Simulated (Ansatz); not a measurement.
# WS2 (Tungstenite) (P6_3/mmc) in Ansatz: convergence with wavefunction cutoff

Aim: find how far wavefunction cutoff must go before the results for WS2 (Tungstenite) settle, at PBE. This setting moves, with any that are tied to it; all else stays.

All numbers are computed with Ansatz 0.2.0; they aren't measurements. Logs are shortened: lines on timing, memory, paths and dates and some standing lists are left out, and cuts for length are marked.

## 1. The crystal as given

The structure is hexagonal, space group P6_3/mmc (No. 194). The conventional cell has a = 3.180 Å, b = 3.180 Å, c = 12.500 Å, α = 90.00°, β = 90.00°, γ = 120.00°. W (site symmetry -6m2) is surrounded by 6 S at 2.41 Å. Around S (site symmetry 3m) lie 3 W at 2.41 Å.

## 2. With wavefunction cutoff 400 eV

The input, input.yaml:

```yaml
crystal:
  lattice:
    - [3.18, 0.0, 0.0]
    - [-1.59, 2.753960784, 0.0]
    - [0.0, 0.0, 12.5]
  atoms:
    - { symbol: W, position: [0.6666666667, 0.3333333333, 0.75] }
    - { symbol: W, position: [0.3333333333, 0.6666666667, 0.25] }
    - { symbol: S, position: [0.6666666667, 0.3333333333, 0.375] }
    - { symbol: S, position: [0.3333333333, 0.6666666667, 0.875] }
    - { symbol: S, position: [0.6666666667, 0.3333333333, 0.125] }
    - { symbol: S, position: [0.3333333333, 0.6666666667, 0.625] }
hamiltonian:
  xc: pbe
  pseudopotentials: { kind: nc, accuracy: standard }
kpoints:
  mp_grid: { grid: [8, 8, 2] }
scf:
  occupations: { method: methfessel_paxton, width: 0.1 }
output:
  forces: true
  stress: true
  eigenvalues: true
basis:
  ecutwfc: "400 eV"
```

Potentials or basis: PseudoDojo standard (PBE files).

The run is started by

```console
$ ansatz run input.yaml --threads 2 --pin off --max-ram 5632MiB --backend cpu --events-out ev --progress --plain --runs-dir out
```

Wall time 3.5 s (2 threads of Intel Xeon at 2.50GHz (Skylake/Cascade Lake), shared host); peak memory 0.36 GiB.

What came out:

```
Free energy            : -5324.6172 eV
Pressure               : 2.9 GPa
Largest force          : 0.210 eV/Å
Band gap on the k mesh : 1.18 eV, indirect (least direct gap 2.19 eV)
```

## 3. With wavefunction cutoff 500 eV

input.yaml, as its differences from that of step 2:

```diff
@@ -24,2 +24,2 @@
 basis:
-  ecutwfc: "400 eV"
+  ecutwfc: "500 eV"
```

Potentials or basis: PseudoDojo standard (PBE files).

The run is started by

```console
$ ansatz run input.yaml --threads 2 --pin off --max-ram 5632MiB --backend cpu --events-out ev --progress --plain --runs-dir out
```

Run time: 5.5 s. Hardware: 2 threads of Intel Xeon at 2.50GHz (Skylake/Cascade Lake), shared host; peak memory 0.38 GiB.

Results:

| Property | Result |
| --- | --- |
| Free energy | -5328.6793 eV |
| Pressure | 2.5 GPa |
| Largest force | 0.164 eV/Å |
| Band gap on the k mesh | 1.19 eV, indirect (least direct gap 2.18 eV) |

## 4. With wavefunction cutoff 600 eV

input.yaml, as its differences from that of step 3:

```diff
@@ -24,2 +24,2 @@
 basis:
-  ecutwfc: "500 eV"
+  ecutwfc: "600 eV"
```

The run is started by

```console
$ ansatz run input.yaml --threads 2 --pin off --max-ram 5632MiB --backend cpu --events-out ev --progress --plain --runs-dir out
```

Run time: 6.7 s. Hardware: 2 threads of Intel Xeon at 2.50GHz (Skylake/Cascade Lake), shared host; peak memory 0.42 GiB.

Results:

```yaml
Free_energy: -5330.1711 eV
Pressure: 2.4 GPa
Largest_force: 0.144 eV/Å
Band_gap_on_the_k_mesh: 1.19 eV, indirect (least direct gap 2.18 eV)
```

## 5. With wavefunction cutoff 700 eV

input.yaml, as its differences from that of step 4:

```diff
@@ -24,2 +24,2 @@
 basis:
-  ecutwfc: "600 eV"
+  ecutwfc: "700 eV"
```

The run is started by

```console
$ ansatz run input.yaml --threads 2 --pin off --max-ram 5632MiB --backend cpu --events-out ev --progress --plain --runs-dir out
```

Wall time 9.8 s (2 threads of Intel Xeon at 2.50GHz (Skylake/Cascade Lake), shared host); peak memory 0.47 GiB.

Results:

- Free energy: -5330.5983 eV
- Pressure: 2.3 GPa
- Largest force: 0.139 eV/Å
- Band gap on the k mesh: 1.19 eV, indirect (least direct gap 2.19 eV)

## 6. With wavefunction cutoff 850 eV

input.yaml, as its differences from that of step 5:

```diff
@@ -24,2 +24,2 @@
 basis:
-  ecutwfc: "700 eV"
+  ecutwfc: "850 eV"
```

Potentials or basis: PseudoDojo standard (PBE files).

The run is started by

```console
$ ansatz run input.yaml --threads 2 --pin off --max-ram 5632MiB --backend cpu --events-out ev --progress --plain --runs-dir out
```

It took 13 s on 2 threads of Intel Xeon at 2.50GHz (Skylake/Cascade Lake), shared host; peak memory 0.53 GiB.

Results (log left out):

```yaml
Free_energy: -5330.6899 eV
Pressure: 2.3 GPa
Largest_force: 0.139 eV/Å
Band_gap_on_the_k_mesh: 1.19 eV, indirect (least direct gap 2.19 eV)
```

## 7. With wavefunction cutoff 1000 eV

input.yaml, as its differences from that of step 6:

```diff
@@ -24,2 +24,2 @@
 basis:
-  ecutwfc: "850 eV"
+  ecutwfc: "1000 eV"
```

The run is started by

```console
$ ansatz run input.yaml --threads 2 --pin off --max-ram 5632MiB --backend cpu --events-out ev --progress --plain --runs-dir out
```

Wall time 18 s (2 threads of Intel Xeon at 2.50GHz (Skylake/Cascade Lake), shared host); peak memory 0.61 GiB.

It converged, with:

* Free energy: -5330.6969 eV
* Pressure: 2.3 GPa
* Largest force: 0.136 eV/Å
* Band gap on the k mesh: 1.19 eV, indirect (least direct gap 2.19 eV)

## 8. With wavefunction cutoff 1200 eV

input.yaml, as its differences from that of step 7:

```diff
@@ -24,2 +24,2 @@
 basis:
-  ecutwfc: "1000 eV"
+  ecutwfc: "1200 eV"
```

The run is started by

```console
$ ansatz run input.yaml --threads 2 --pin off --max-ram 5632MiB --backend cpu --events-out ev --progress --plain --runs-dir out
```

Wall time 23 s (2 threads of Intel Xeon at 2.50GHz (Skylake/Cascade Lake), shared host); peak memory 0.69 GiB.

It converged, with:

| Item | Value |
| --- | --- |
| Free energy | -5330.7013 eV |
| Pressure | 2.3 GPa |
| Largest force | 0.134 eV/Å |
| Band gap on the k mesh | 1.19 eV, indirect (least direct gap 2.19 eV) |

## 9. With wavefunction cutoff 1400 eV

input.yaml, as its differences from that of step 8:

```diff
@@ -24,2 +24,2 @@
 basis:
-  ecutwfc: "1200 eV"
+  ecutwfc: "1400 eV"
```

Potentials or basis: PseudoDojo standard (PBE files).

The run is started by

```console
$ ansatz run input.yaml --threads 2 --pin off --max-ram 5632MiB --backend cpu --events-out ev --progress --plain --runs-dir out
```

Run time: 34 s. Hardware: 2 threads of Intel Xeon at 2.50GHz (Skylake/Cascade Lake), shared host; peak memory 0.82 GiB.

It converged, with:

- Free energy: -5330.7023 eV
- Pressure: 2.3 GPa
- Largest force: 0.134 eV/Å
- Band gap on the k mesh: 1.19 eV, indirect (least direct gap 2.19 eV)

## 10. With wavefunction cutoff 1700 eV

input.yaml, as its differences from that of step 9:

```diff
@@ -24,2 +24,2 @@
 basis:
-  ecutwfc: "1400 eV"
+  ecutwfc: "1700 eV"
```

Potentials or basis: PseudoDojo standard (PBE files).

The run is started by

```console
$ ansatz run input.yaml --threads 2 --pin off --max-ram 5632MiB --backend cpu --events-out ev --progress --plain --runs-dir out
```

Log:

```text
Warning: RAYON_NUM_THREADS=2 ignored (pool sized by the plan → 2); use --threads N
Engine: ansatz 0.2.0, x86_64-unknown-linux-gnu
Pseudopotentials: kind: nc
Pseudopotential: W, nc, valence charge 14, recommended cutoff 1006.821291 eV (normal), W.nc.azcp (PseudoDojo's, or run here from an input of PseudoDojo's; its table is named by hamiltonian.pseudopotentials.accuracy)
Pseudopotential: S, nc, valence charge 6, recommended cutoff 770 eV (normal), S.nc.azcp (PseudoDojo's, or run here from an input of PseudoDojo's; its table is named by hamiltonian.pseudopotentials.accuracy)
Functional definition: PBE
  parameter kappa = 0.804
  parameter beta = 0.06672455060314922
  exchange = pbe_x(kappa = kappa, mu = beta*pi^2/3)
  correlation = pbe_c(beta = beta)
Crystal: 6 atoms, lattice volume = 109.470 Å³
Basis set: ecut = 1700 eV, 17485 PW (Γ), exchange–correlation on 90×90×360 points (8 copies of the dense FFT grid, shifted against one another)
Bands: 32, of which v1, the nominal top of the filled ones, is band 26 counted from 1 (25 counted from 0)
Symmetry: 24 space group operations
Space group: P63/mmc (ITA 194), of the structure as read, at distance tolerance 4.8e-5 Å
k-points: 20 of 128
Non-local potential: W, projectors of the file, l = 0: 2, l = 1: 2, l = 2: 2, l = 3: 2
Non-local potential: S, projectors of the file, l = 0: 2, l = 1: 2, l = 2: 2
Initial density: superposition of atomic densities (chi_scale 0.1, normalization cell, long waves kept (reshape's long-wave potential 0.03 eV rms))
Initial wavefunctions: pseudopotential atomic-orbital guess
Functional: x = pbe(κ = 0.804, μ = 0.2195149727645171), c = pbe(β = 0.06672455060314922)
SCF iter   1: F=—  HF=-5331.470522 eV  |F-HF|=—  |Δ(HF+E_count)|=         —  Δρ=4.03e-2  dr2=2.78e0  ethr=3.10e-3  ⟨swp⟩=7.0  Hψ=3239  notcnv=0
[... 18 lines left out ...]
--- Per-component energies (eV) ---
  E_band       = -397.073423
  E_kinetic    = 1529.622045
  E_local      = -4728.733518  (includes V_loc(G=0)·N_el)
  E_nonlocal   = 847.814443
  E_hartree    = 1454.223758
  E_xc         = -1245.870798
  E_vxc        = -954.224540  (∫ρ·V_xc dr)
  E_ewald      = -3187.763116
  E_smearing   = 0.000000  (= −TS)
  E_closure    = 0.000000  (closes the sum)
  Σ components = -5330.707185   (vs F -5330.707185, Δ=0.00e0)
--- Forces (eV/Å), atoms counted from 1 ---
  atom   1  W      0.00000000     0.00000000    -0.00000000
  atom   2  W     -0.00000000    -0.00000000     0.00000000
  atom   3  S      0.00000000    -0.00000000     0.13152950
  atom   4  S      0.00000000     0.00000000     0.13152950
  atom   5  S      0.00000000    -0.00000000    -0.13152950
  atom   6  S      0.00000000     0.00000000    -0.13152950
  max |Σ_I F_I| component: 1.34e-16 eV/Å
--- Stress (GPa, compression-positive) ---
        1.652100      -0.000000       0.000000
        0.000000       1.652100       0.000000
        0.000000       0.000000       3.521754
  P = ⅓ Tr σ = 2.2753 GPa (22.753 kbar)
--- Band table (eV; the first three rows and the last of 20) ---
  k-point 0: bands = ["-63.4015", "-63.4015", "-27.6421", "-27.6420", "-27.4863", "-27.4863", "-27.4863", "-27.4863", "-4.2729", "-4.0887", "-2.7017", "-2.3467", "3.7835", "4.6958", "7.6047", "7.7308", "7.7308", "7.7423", "7.7423", "8.9559", "8.9559", "8.9984", "8.9984", "9.6890", "10.1756", "11.2631", "13.5074", "13.5074", "13.5151", "13.5151", "13.6033", "13.6033"]
  k-point 1: bands = ["-63.4015", "-63.4015", "-27.6421", "-27.6421", "-27.4863", "-27.4863", "-27.4863", "-27.4863", "-4.1890", "-4.1890", "-2.5187", "-2.5187", "4.1840", "4.1840", "7.7365", "7.7365", "7.7365", "7.7365", "8.4655", "8.4655", "8.9771", "8.9771", "8.9771", "8.9771", "10.9600", "10.9600", "13.5042", "13.5042", "13.5042", "13.5042", "13.6855", "13.6855"]
  k-point 2: bands = ["-63.3990", "-63.3990", "-27.6330", "-27.6330", "-27.5365", "-27.5365", "-27.4979", "-27.4979", "-4.0183", "-3.8348", "-2.5973", "-2.2664", "4.0844", "4.9920", "7.1056", "7.1357", "7.2029", "7.9714", "7.9938", "8.1488", "8.5788", "8.6292", "9.0144", "9.8684", "10.1596", "10.7869", "13.1053", "13.3527", "13.3776", "13.5063", "13.5074", "13.5609"]
  k-point 19: bands = ["-63.3829", "-63.3829", "-27.7632", "-27.7632", "-27.6679", "-27.6679", "-27.5733", "-27.5733", "-1.7972", "-1.7972", "-1.6453", "-1.6453", "4.8981", "4.8981", "4.9652", "4.9652", "6.2591", "6.2591", "6.8417", "6.8417", "7.4178", "7.4178", "8.3277", "8.3277", "10.4295", "10.4295", "12.7094", "12.7094", "14.0006", "14.0006", "14.5041", "14.5041"]
```

It took 40 s on 2 threads of Intel Xeon at 2.50GHz (Skylake/Cascade Lake), shared host; peak memory 1.1 GiB.

What came out:

```yaml
Free_energy: -5330.7072 eV
Pressure: 2.3 GPa
Largest_force: 0.132 eV/Å
Band_gap_on_the_k_mesh: 1.19 eV, indirect (least direct gap 2.19 eV)
```

## 11. The series at a glance

| wavefunction cutoff | energy less the tightest run, at zero smearing (meV/atom) | pressure (GPa) | largest force (eV/Å) | gap on the mesh (eV) | SCF cycles | CPU time (s) | peak memory (GiB) |
| --- | --- | --- | --- | --- | --- | --- | --- |
| 400 eV | 1014.99 | 2.91 | 0.210 | 1.184 | 8 | 6.5 | 0.36 |
| 500 eV | 337.98 | 2.53 | 0.164 | 1.191 | 9 | 10 | 0.38 |
| 600 eV | 89.34 | 2.38 | 0.144 | 1.192 | 8 | 13 | 0.42 |
| 700 eV | 18.16 | 2.34 | 0.139 | 1.192 | 9 | 19 | 0.47 |
| 850 eV | 2.89 | 2.34 | 0.139 | 1.192 | 9 | 24 | 0.53 |
| 1000 eV | 1.71 | 2.31 | 0.136 | 1.192 | 9 | 32 | 0.61 |
| 1200 eV | 0.98 | 2.30 | 0.134 | 1.192 | 9 | 40 | 0.69 |
| 1400 eV | 0.81 | 2.29 | 0.134 | 1.192 | 9 | 54 | 0.82 |
| 1700 eV | 0.00 | 2.28 | 0.132 | 1.192 | 9 | 74 | 1.1 |

Against the tightest run, the energy stays within 1 meV/atom from 1200 eV on; the pressure stays within 0.1 GPa from 700 eV on; the largest force stays within 0.005 eV/Å from 1000 eV on; the gap on the mesh stays within 0.01 eV from 400 eV on. The tightest run that finished is the yardstick and may itself not be fully converged.

Caveats: spin-orbit coupling is left out, which moves the levels of the heavy elements; this functional lacks dispersion, which binds the layers, so the pressure and a relaxed spacing across them are unreliable.
